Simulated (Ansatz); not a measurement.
# Hg: a listed cell, distorted in several ways

A set of self-consistent runs on Hg under random distortions, further strains and shifts, swapped elements, distortions that keep the symmetry, to map its energy surface near the listed cell.

Program: Ansatz 0.2.0. Level of theory: DFT PBE, scalar-relativistic, plane waves, PAW. These are calculated values, not measurements.

### 1 The structure to begin with

Symmetry: P6_3/mmc, No. 194, hexagonal system. Conventional cell: a = 3.462 Å, b = 3.462 Å, c = 5.488 Å, α = 90.00°, β = 90.00°, γ = 120.00°. Hg (site symmetry -6m2) has 12 Hg at 3.39 to 3.46 Å as nearest neighbours.

Structure file:

```cif
data_structure
_symmetry_space_group_name_H-M 'P 1'
_symmetry_Int_Tables_number 1
_cell_length_a 3.4618
_cell_length_b 3.4618
_cell_length_c 5.4875
_cell_angle_alpha 90.000
_cell_angle_beta 90.000
_cell_angle_gamma 120.000
_cell_volume 56.95
loop_
_atom_site_label
_atom_site_type_symbol
_atom_site_fract_x
_atom_site_fract_y
_atom_site_fract_z
_atom_site_occupancy
Hg1 Hg 0.66667 0.33333 0.75000 1
Hg2 Hg 0.33333 0.66667 0.25000 1
```

The structure comes from the Materials Project (structure only).

### 2 One element swapped, cell strained: Hg → Mg, first probe

What differs from the listed cell: Mg takes all sites of Hg, and lengths are scaled by 1.041 as a first guess of the size; strain xx, yy, zz, yz, xz, xy = -2.7, -2.7, -2.7, +0.0, +0.0, +0.0 %.

input.yaml reads:

```yaml
crystal:
  lattice:
    - [3.5070373946, 0.0, 0.0]
    - [-1.7535186973, 3.0371834757, 0.0]
    - [0.0, 0.0, 5.5592418511]
  atoms:
    - { symbol: Mg, position: [0.66666667, 0.33333333, 0.75] }
    - { symbol: Mg, position: [0.33333333, 0.66666667, 0.25] }
basis:
  ecutwfc: 420
kpoints:
  mp_grid: { grid: [6, 6, 4] }
hamiltonian:
  xc: pbe
scf:
  occupations: { method: gaussian, width: 0.1 }
output:
  forces: true
  stress: true
  eigenvalues: true
```

### 3 Substitution of an element, cell strained: Hg → Mg

input.yaml: that of step 2 with these lines changed.

```diff
@@ -11,3 +11,3 @@
 kpoints:
-  mp_grid: { grid: [6, 6, 4] }
+  mp_grid: { grid: [15, 15, 8] }
 hamiltonian:
```

### 4 A change within the space group

input.yaml reads:

```yaml
crystal:
  lattice:
    - [3.3311263246, 0.0, 0.0]
    - [-1.6655631623, 2.8848400203, 0.0]
    - [0.0, 0.0, 5.7742726776]
  atoms:
    - { symbol: Hg, position: [0.66666667, 0.33333333, 0.75] }
    - { symbol: Hg, position: [0.33333333, 0.66666667, 0.25] }
basis:
  ecutwfc: 420
kpoints:
  mp_grid: { grid: [12, 12, 8] }
hamiltonian:
  xc: pbe
scf:
  occupations: { method: gaussian, width: 0.05 }
output:
  forces: true
  stress: true
  eigenvalues: true
```

### 5 A random distortion, cell strained

input.yaml reads:

```yaml
crystal:
  lattice:
    - [3.2997969473, 0.0132241128, -0.0773368273]
    - [-1.638446056, 2.9485014376, 0.1286088664]
    - [-0.1225918286, 0.1646264484, 5.4002413869]
  atoms:
    - { symbol: Hg, position: [0.6655417749, 0.3372826097, 0.7453731614] }
    - { symbol: Hg, position: [0.3344582251, 0.6627173903, 0.2546268386] }
basis:
  ecutwfc: 420
kpoints:
  mp_grid: { grid: [12, 12, 8] }
hamiltonian:
  xc: pbe
scf:
  occupations: { method: gaussian, width: 0.05 }
output:
  forces: true
  stress: true
  eigenvalues: true
```

### 6 One element swapped, cell strained: Hg → Zn, first probe

input.yaml reads:

```yaml
crystal:
  lattice:
    - [3.1783566652, 0.0, 0.0]
    - [-1.5891783326, 2.7525376143, 0.0]
    - [0.0, 0.0, 5.0382278268]
  atoms:
    - { symbol: Zn, position: [0.66666667, 0.33333333, 0.75] }
    - { symbol: Zn, position: [0.33333333, 0.66666667, 0.25] }
basis:
  ecutwfc: 420
kpoints:
  mp_grid: { grid: [6, 6, 4] }
hamiltonian:
  xc: pbe
scf:
  occupations: { method: gaussian, width: 0.1 }
output:
  forces: true
  stress: true
  eigenvalues: true
```

### 7 One element swapped, cell strained: Hg → Zn

input.yaml: that of step 6 with these lines changed.

```diff
@@ -11,3 +11,3 @@
 kpoints:
-  mp_grid: { grid: [6, 6, 4] }
+  mp_grid: { grid: [15, 15, 8] }
 hamiltonian:
```

### 8 A change within a subgroup

input.yaml reads:

```yaml
crystal:
  lattice:
    - [3.3836419768, 0.0, 0.0]
    - [-1.6918209884, 2.9303199092, 0.0]
    - [0.0, 0.0, 5.1990129914]
  atoms:
    - { symbol: Hg, position: [0.66666667, 0.33333333, 0.7445330777] }
    - { symbol: Hg, position: [0.33333333, 0.66666667, 0.2554669223] }
basis:
  ecutwfc: 420
kpoints:
  mp_grid: { grid: [12, 12, 8] }
hamiltonian:
  xc: pbe
scf:
  occupations: { method: gaussian, width: 0.05 }
output:
  forces: true
  stress: true
  eigenvalues: true
```

### 9 Substitution of an element, cell strained: Hg → Mg, first probe

input.yaml reads:

```yaml
crystal:
  lattice:
    - [3.4889121461, 0.0, 0.0]
    - [-1.744456073, 3.02148655, 0.0]
    - [0.0, 0.0, 5.5305102955]
  atoms:
    - { symbol: Mg, position: [0.66666667, 0.33333333, 0.75] }
    - { symbol: Mg, position: [0.33333333, 0.66666667, 0.25] }
basis:
  ecutwfc: 420
kpoints:
  mp_grid: { grid: [6, 6, 4] }
hamiltonian:
  xc: pbe
scf:
  occupations: { method: gaussian, width: 0.1 }
output:
  forces: true
  stress: true
  eigenvalues: true
```

### 10 One element swapped, cell strained: Hg → Mg

input.yaml: that of step 9 with these lines changed.

```diff
@@ -11,3 +11,3 @@
 kpoints:
-  mp_grid: { grid: [6, 6, 4] }
+  mp_grid: { grid: [15, 15, 8] }
 hamiltonian:
```

**Question.** What will these runs give? Wanted: for each run, case; energy; pressure; largest force.

As calculated:

```
step                                                case  energy (meV/atom)  pressure (GPa)  largest force (eV/Å)  gap on the mesh (eV)
   3  substitution of an element, cell strained: Hg → Mg                n/a            -5.4                  0.00                  0.00
   4                     a change within the space group               +0.0             1.2                  0.00                  0.00
   5                  a random distortion, cell strained              +11.5             2.0                  0.13                  0.00
   7         one element swapped, cell strained: Hg → Zn                n/a            -8.7                  0.00                  0.00
   8                          a change within a subgroup              +18.6             2.5                  0.13                  0.00
  10         one element swapped, cell strained: Hg → Mg                n/a            -5.2                  0.00                  0.00
```

Energies are counted from step 4, with the smearing taken to zero. Other atoms or functionals have another zero of energy (n/a). A gap of 0.00 means none on the mesh at this level.

**Reading.** Among the distorted cells of the listed formula and level the largest force, 0.13 eV/Å, comes in step 8, shared by 2 atoms. The distorted cells of the listed formula and level show no gap on the mesh. The runs treat Hg without spin-orbit coupling.
